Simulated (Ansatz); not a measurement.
System: Te (fcc type), 1 atom in the cell.

```xyz
1
Lattice="0.0000 2.4187 2.4187 2.4187 0.0000 2.4187 2.4187 2.4187 0.0000" Properties=species:S:1:pos:R:3 pbc="T T T"
Te    0.0000    0.0000    0.0000
```

Code and potentials: Ansatz all-electron LAPW. Settings of the plain PBE run: k-mesh 4×4×4 Γ-centred; Fermi–Dirac smearing of 0.15 eV; no spin polarisation; no spin–orbit coupling.

Plain PBE gives:

```json
{"Pressure": "0.28 GPa"}
```

What changes under PBE with spin–orbit coupling?

The pressure rises by 0.31 GPa to 0.59 GPa.

The k-mesh is coarse, so these values belong to this mesh and can lie far from the converged ones. This cubic structure is a model: it isn't the usual form of the substance at ambient conditions, and such phases are metastable or hypothetical.
